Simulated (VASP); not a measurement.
Write the native input for VASP 6.6.1 that does the following.

- Task: relaxation of cell and atoms
- Functional: PBE
- Potentials or basis: VASP PAW PBE potentials, release 64 (Al, As)
- Cutoff: 520 eV
- k mesh: 8 × 8 × 8
- Occupations: gaussian, width 0.1 eV
- Spin: no spin polarisation
- Further INCAR settings: ALGO = Normal; EDIFF = 1e-07; IBRION = 2; POTIM = 0.3; EDIFFG = -0.005; NSW = 60; ISIF = 3

The structure of AlAs lies in POSCAR:

```
AlAs                                    
1.0
    0.0000000000      2.8662842798      2.8662842798
    2.8662842798     -0.0000000000      2.8662842798
    2.8662842798      2.8662842798     -0.0000000000
  Al              As            
     1     1
Direct
     0.0000000000000000    0.0000000000000000    0.0000000000000000
     0.7500000000000000    0.7500000000000000    0.7500000000000000
```

The input as run:

INCAR

```
PREC = Accurate ; ENCUT = 520
EDIFF = 1E-7 ; ISMEAR = 0
SIGMA = 0.1 ; LREAL = False
LASPH = True ; NELM = 120
ALGO = Normal ; ISIF = 3
LWAVE = False ; LCHARG = False
GGA = PE ; IBRION = 2
NSW = 60 ; EDIFFG = -0.005
POTIM = 0.3
```

KPOINTS

```
Automatic mesh
0
Gamma
  8 8 8
```

Potentials or basis: VASP PAW PBE potentials, release 64 (Al, As).

The run is started by

```console
$ cat potpaw_PBE.64/Al/POTCAR potpaw_PBE.64/As/POTCAR > POTCAR
$ mpirun -np 1 vasp_std > vasp.out
```

Results of the run:

```yaml
Pressure_after_relaxing: 0.0 GPa
Band_gap_on_the_k_mesh: 1.50 eV, indirect (least direct gap 1.76 eV)
```

Caveat: the relaxation stopped at its first step, so nothing moved.

Wall time 7.2 s on 1 thread of AMD EPYC 9R14 (Zen 4), on a shared host, peak memory 0.14 GiB.
